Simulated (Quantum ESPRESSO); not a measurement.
BN: single point with PBEsol

**Experimental background.**

From a printed reference work, monograph, for a bulk crystal of BN at 300 K: band gap 6.4 eV (indirect).

The system is BN.

```
N B
1.0
     0.00000    1.81300    1.81300
     1.81300    0.00000    1.81300
     1.81300    1.81300    0.00000
N B
1 1
Cartesian
  0.9065 0.9065 0.9065
  0.0000 0.0000 0.0000
```

The cell is a database's computed one.

```yaml
Program: Quantum ESPRESSO 7.5
Task: single point
Functional: PBEsol
Potentials_or_basis: PseudoDojo 0.4.1 SR PBEsol standard
Cutoff: 1143 eV
Density_cutoff: 4572 eV
k_mesh: 20 × 20 × 20
Occupations: fixed
Spin: no spin polarisation
```

```yaml
Band_gap_on_the_k_mesh_mean-field_level: 4.33 eV, indirect (least direct gap 8.78 eV)
```

Levels at points of the mesh, in eV from the valence-band top:
| k point | band 1 | band 2 | band 3 | band 4 | band 5 | band 6 | band 7 | band 8 | band 9 |
| --- | --- | --- | --- | --- | --- | --- | --- | --- | --- |
| (0.00, 0.00, 0.00) | -20.14 | 0.00 | 0.00 | 0.00 | 8.78 | 8.78 | 8.78 | 10.13 | 24.33 |
| (0.00, 0.00, -0.50) | -15.91 | -10.69 | -1.93 | -1.93 | 10.03 | 10.64 | 10.64 | 14.98 | 23.06 |
| (0.00, -0.50, -0.50) | -14.54 | -8.90 | -4.90 | -4.90 | 4.33 | 9.14 | 17.74 | 17.74 | 20.44 |

Run time: 38 s on 1 thread of Intel(R) Xeon(R) 6975P-C (Granite Rapids) (shared host), peak memory 0.07 GiB.

A measured gap of BN is 6.4 eV (indirect; 300 K; a printed reference work, monograph); the calculated 4.33 eV misses it by -2.07 eV. The value is that of PBEsol on a finite k mesh, which can miss the band edges, without temperature or zero-point motion. Semilocal functionals fall short of measured gaps as a rule. The cell is a database's relaxed one, not the measured one, which moves gaps too.
